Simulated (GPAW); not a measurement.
## Dielectric function and optical constants of InP

Aim: the dielectric function of InP, and the optical constants that follow from it. The cell comes from an older database entry, whose edges can differ from later determinations, mostly by under a per cent.

Program: GPAW 26.7.0. Level of theory: DFT, revPBE, plane-wave PAW (GPAW data sets), scalar-relativistic, RPA, optical limit. Results are calculated unless marked as measured.

Report form: the programs' logs are mostly left out.

The database entry behind the starting cell differs from later determinations by our own check (0.1 to 0.3 % short, probably kX units), so it need not match the best structure at ambient conditions.

## Step 1: Set-up

The structure is cubic, space group F-43m (No. 216). Conventional cell: a = 5.861 Å, b = 5.861 Å, c = 5.861 Å, α = 90.00°, β = 90.00°, γ = 90.00°. Nearest to In lie 4 P at 2.54 Å. Nearest to P lie 4 In at 2.54 Å. Farther neighbours are not listed.

## Step 2: Ground state

The self-consistent density comes first; it also tells whether there is a gap, which decides the occupations and the need for a Drude term.

This step: DFT, revPBE, plane-wave PAW (GPAW data sets), scalar-relativistic, ground state (GPAW 26.7.0).

gs.py

```python
from ase import Atoms
from ase.dft.bandgap import bandgap
from gpaw import GPAW, PW, FermiDirac

atoms = Atoms(['In', 'P'],
              cell=[[0.000000000000, 2.930500000000, 2.930500000000],
                    [2.930500000000, 0.000000000000, 2.930500000000],
                    [2.930500000000, 2.930500000000, 0.000000000000]],
              scaled_positions=[[0.000000000000, 0.000000000000, 0.000000000000],
                                [0.750000000000, 0.750000000000, 0.750000000000]],
              pbc=[True, True, True])
atoms.calc = GPAW(mode=PW(400), xc='revPBE', kpts={'size': (7, 7, 7), 'gamma': True},
                  occupations=FermiDirac(0.05), maxiter=150, txt='gs.txt')
print('energy (eV)', atoms.get_potential_energy())
print('Fermi level (eV)', atoms.calc.get_fermi_level())
print('valence electrons', atoms.calc.get_number_of_electrons())
print('gap (eV)', bandgap(atoms.calc, output=None)[0])
print('direct gap (eV)', bandgap(atoms.calc, direct=True, output=None)[0])
atoms.calc.write('gs.gpw')
```

On the command line:

```bash
> OMP_NUM_THREADS=1 python gs.py
```

It took 4.3 s on 1 thread of Intel Xeon Platinum 8488C (Sapphire Rapids), shared host; peak memory 0.13 GiB.

Numbers from this step:

```
energy                 : -7.875 eV
Fermi energy           : 5.425 eV
gap on the k-mesh      : 0.8023 eV
direct gap on the mesh : 0.8023 eV
electrons              : 18
```

There is a gap, 0.80 eV on this mesh (points off the mesh can give less), so no carriers' term is needed.

## Step 3: Bands for the response

The response needs many more empty bands than the density does.

This step: DFT, revPBE, plane-wave PAW (GPAW data sets), scalar-relativistic, bands at fixed density (GPAW 26.7.0).

nscf.py

```python
from ase.dft.bandgap import bandgap
from gpaw import GPAW, FermiDirac

calc = GPAW('gs.gpw').fixed_density(kpts={'size': (16, 16, 16), 'gamma': True}, nbands=41, convergence={'bands': 35},
                                    occupations=FermiDirac(0.001), txt='nscf.txt')
print('gap (eV)', bandgap(calc, output=None)[0])
print('direct gap (eV)', bandgap(calc, direct=True, output=None)[0])
print('top band over the Fermi level (eV)', min(calc.get_eigenvalues(kpt=k)[34] for k in range(len(calc.get_ibz_k_points()))) - calc.get_fermi_level())
calc.write('full.gpw', mode='all')
```

On the command line:

```bash
> OMP_NUM_THREADS=1 python nscf.py
```

It took 79 s on 1 thread; peak memory 0.25 GiB.

## Step 4: Dielectric function, RPA

Transitions between filled and empty bands, summed over the zone, give the optical response, so mesh, band count and broadening shape it.

The induced potential is part of this response.

This step: DFT, revPBE, plane-wave PAW (GPAW data sets), scalar-relativistic, RPA, optical limit (GPAW 26.7.0).

df.py

```python
from gpaw.response.df import DielectricFunction

df = DielectricFunction('full.gpw', frequencies={'type': 'nonlinear', 'domega0': 0.03, 'omega2': 8},
                        ecut=50,
                        eta=0.1,
                        nbands=35,
                        txt='df.txt')
for direction in ['x']:
    df.get_dielectric_function(xc='RPA', direction=direction, filename=f'df_{direction}.csv')
```

On the command line:

```bash
> OMP_NUM_THREADS=1 python df.py
```

Elapsed: 11 s, on 1 thread; peak memory 0.28 GiB.

Read-outs, printed or worked out from the files:

| Property | Result |
| --- | --- |
| electronic dielectric constant ε∞, mean over x, y and z (by symmetry where fewer were run) | 10.00 |
| centre of weight of the strongest loss peak in the window | 14.52 eV |

Some rows of df_x.csv (energy; Re and Im without local fields; Re and Im with them):

```text
0.000000, 11.050074, 0.000000, 10.001627, -0.000000
0.651243, 11.878156, 0.562008, 10.797943, 0.553151
1.347938, 11.663933, 2.394501, 10.449794, 2.359424
2.095014, 14.716356, 4.335965, 13.140198, 4.056551
2.898142, 11.757507, 11.941981, 10.437473, 10.944163
3.763875, 12.076152, 9.454994, 9.269672, 7.837879
4.699832, -4.766318, 17.788521, -2.435866, 16.145969
5.714917, -4.590202, 11.466212, -1.941859, 9.389773
6.819608, -4.660713, 4.739618, -3.397657, 4.949879
8.026317, -2.343956, 2.596851, -1.678829, 2.328391
9.349861, -1.772404, 1.614944, -1.260098, 1.627817
10.808071, -1.213893, 0.721610, -1.023365, 0.925840
12.422601, -0.553903, 0.504257, -0.349318, 0.555078
14.220012, -0.099558, 0.240822, -0.010821, 0.343392
16.233242, 0.298394, 0.264419, 0.381663, 0.352800
18.503643, 0.450258, 0.352389, 0.425186, 0.344189
21.083856, 0.473617, 0.184139, 0.518482, 0.241637
24.041937, 0.643166, 0.129787, 0.640191, 0.165976
27.467452, 0.678319, 0.138670, 0.679646, 0.145273
```

The Im ε, E ∥ x has structure finer than the step of the table below, so its rows give means over 1 eV, whole bins alone (the curve runs from 0 to 29.5 eV). Peaks (eV: height): 2.9: 11.2, 4.4: 17.7, 5.7: 9.39.

Sum at mesh points, not converged in k; values under the direct gap are tails of Lorentzian lines. Im ε, E ∥ x against photon energy; means over each step:

| photon energy (eV) | Im ε, E ∥ x |
| --- | --- |
| 1 | 1.20 |
| 2 | 3.64 |
| 3 | 8.96 |
| 4 | 11.9 |
| 5 | 10.9 |
| 6 | 7.22 |
| 7 | 4.12 |
| 8 | 2.61 |
| 9 | 1.80 |
| 10 | 1.36 |
| 11 | 0.911 |
| 12 | 0.606 |
| 13 | 0.532 |
| 14 | 0.402 |
| 15 | 0.313 |
| 16 | 0.340 |
| 17 | 0.379 |
| 18 | 0.330 |
| 19 | 0.316 |
| 20 | 0.298 |
| 21 | 0.243 |
| 22 | 0.203 |
| 23 | 0.182 |
| 24 | 0.171 |
| 25 | 0.182 |
| 26 | 0.181 |
| 27 | 0.164 |
| 28 | 0.136 |

The reflectivity at normal incidence, E ∥ x has structure finer than the step of the table below, so its rows give means over 1 eV, whole bins alone (the curve runs from 0 to 29.5 eV). Peaks (eV: height): 2.9: 38.6, 4.7: 54.5, 7.0: 53.6, 9.0: 51.2, 10.8: 47.6.

Sum at mesh points, not converged in k. Reflectivity at normal incidence, E ∥ x against photon energy; means over each step:

| photon energy (eV) | reflectivity at normal incidence, E ∥ x (%) |
| --- | --- |
| 1 | 28.6 |
| 2 | 32.3 |
| 3 | 35.3 |
| 4 | 39.5 |
| 5 | 47.9 |
| 6 | 47.3 |
| 7 | 49.3 |
| 8 | 46.3 |
| 9 | 45.6 |
| 10 | 42.8 |
| 11 | 44.7 |
| 12 | 40.7 |
| 13 | 29.9 |
| 14 | 26.3 |
| 15 | 16.0 |
| 16 | 7.40 |
| 17 | 6.96 |
| 18 | 5.66 |
| 19 | 4.49 |
| 20 | 4.48 |
| 21 | 3.39 |
| 22 | 2.79 |
| 23 | 1.98 |
| 24 | 1.56 |
| 25 | 1.32 |
| 26 | 1.24 |
| 27 | 1.21 |
| 28 | 0.953 |

Sum at mesh points, not converged in k; values under the direct gap are tails of Lorentzian lines. Loss function −Im 1/ε at q → 0, E ∥ x against energy loss; read off at these points:

energy loss (eV), loss function −Im 1/ε at q → 0, E ∥ x and a bar:
```
      0.0       0.00 
      1.0       0.01 
      2.0       0.02 
      3.0       0.06 #
      4.0       0.04 
      5.0       0.09 #
      6.0       0.12 #
      7.0       0.15 ##
      8.0       0.27 ###
      9.0       0.28 ###
     10.0       0.44 #####
     11.0       0.58 ######
     12.0       0.96 ##########
     13.0       1.77 ##################
     14.0       2.43 #########################
     14.2       2.88 #############################
     15.0       2.96 ##############################
     16.0       1.50 ###############
     17.0       1.47 ###############
     18.0       1.22 ############
     19.0       0.97 ##########
     20.0       1.05 ###########
     21.0       0.75 ########
     22.0       0.60 ######
     23.0       0.45 #####
     24.0       0.38 ####
     25.0       0.40 ####
     26.0       0.38 ####
     27.0       0.36 ####
     28.0       0.25 ###
     29.0       0.23 ##
```

The Im ε, E ∥ x has structure finer than the step of the table below, so its rows give means over 1 eV, whole bins alone (the curve runs from 0 to 29.5 eV). Peaks (eV: height): without local fields 2.9: 12.1, 4.3: 22.3, 5.7: 11.8; with local fields 2.9: 11.2, 4.4: 17.7, 5.7: 9.39.

Sum at mesh points, not converged in k; values under the direct gap are tails of Lorentzian lines. Table of Im ε, E ∥ x by photon energy; means over each step:

| photon energy (eV) | without local fields | with local fields |
| --- | --- | --- |
| 1 | 1.22 | 1.20 |
| 2 | 3.90 | 3.64 |
| 3 | 9.71 | 8.96 |
| 4 | 15.1 | 11.9 |
| 5 | 12.7 | 10.9 |
| 6 | 8.36 | 7.22 |
| 7 | 4.19 | 4.12 |
| 8 | 2.62 | 2.61 |
| 9 | 1.69 | 1.80 |
| 10 | 1.21 | 1.36 |
| 11 | 0.734 | 0.911 |
| 12 | 0.537 | 0.606 |
| 13 | 0.428 | 0.532 |
| 14 | 0.262 | 0.402 |
| 15 | 0.212 | 0.313 |
| 16 | 0.242 | 0.340 |
| 17 | 0.276 | 0.379 |
| 18 | 0.253 | 0.330 |
| 19 | 0.328 | 0.316 |
| 20 | 0.251 | 0.298 |
| 21 | 0.180 | 0.243 |
| 22 | 0.150 | 0.203 |
| 23 | 0.155 | 0.182 |
| 24 | 0.138 | 0.171 |
| 25 | 0.171 | 0.182 |
| 26 | 0.170 | 0.181 |
| 27 | 0.153 | 0.164 |
| 28 | 0.134 | 0.136 |

From ε follow the optical constants at some laser and lamp lines:

| wavelength (nm) | n | k | R (%) | 1/α |
| --- | --- | --- | --- | --- |
| 1550 | 3.25 | 0.224 | 28.2 | 551 nm |
| 1064 | 3.39 | 0.172 | 29.7 | 493 nm |
| 633 | 3.52 | 0.421 | 31.7 | 120 nm |
| 532 | 3.68 | 0.613 | 34.0 | 69 nm |
| 450 | 3.55 | 1.172 | 35.7 | 31 nm |
| 405 | 3.13 | 1.455 | 34.7 | 22 nm |
| 248 | 1.82 | 2.645 | 51.3 | 7.5 nm |

Below the direct gap, k and the depth come from the tails of the Lorentzian lines, not from transitions.

Rows near the edge hang on the gap, which this functional as a rule makes too small, and phonon-assisted absorption is left out.

## Step 5: Outcome

```json
{"electronic dielectric constant ε∞, mean over x, y and z (by symmetry where fewer were run) (RPA)": "10.0", "centre of weight of the strongest loss peak in the window, first axis": "14.5 eV"}
```

In words: At this level (revPBE, RPA) InP has ε∞ = 10.0 and n = 3.25 at 1550 nm. On the mesh the gap is 0.80 eV and the least direct gap 0.80 eV. Local fields change the static value along x from 11.05 to 10.00 (-9 %). Excitons and phonon-assisted transitions are missing; revPBE gaps are as a rule too small, which pulls the onset down and ε∞ up. Spin-orbit coupling is left out although heavy atoms are present. The curves end at 29 eV, about where the summed bands run out. The sum runs over mesh points 0.12 Å⁻¹ apart with no interpolation, so peaks are partly noise of the mesh; over so small a direct gap single mesh points weigh heavily, so ε∞, n and their changes from run to run can be far off. Besides steps told in other documents, this task had 2 runs with a known fault of program or setting; those not told in a step above aren't shown.

[Machine, clock and banner lines and Python warnings are left out of the logs.]

[Logs are printed without paths, hosts, clocks, repeated set-up lines and the standing remarks that a program may print on its own settings, such as how far it seeks lower states.]

[Hosts, paths, dates, database ids (printed as entryN), source tags and the programs' standing remarks are cut or masked in the printed files.]
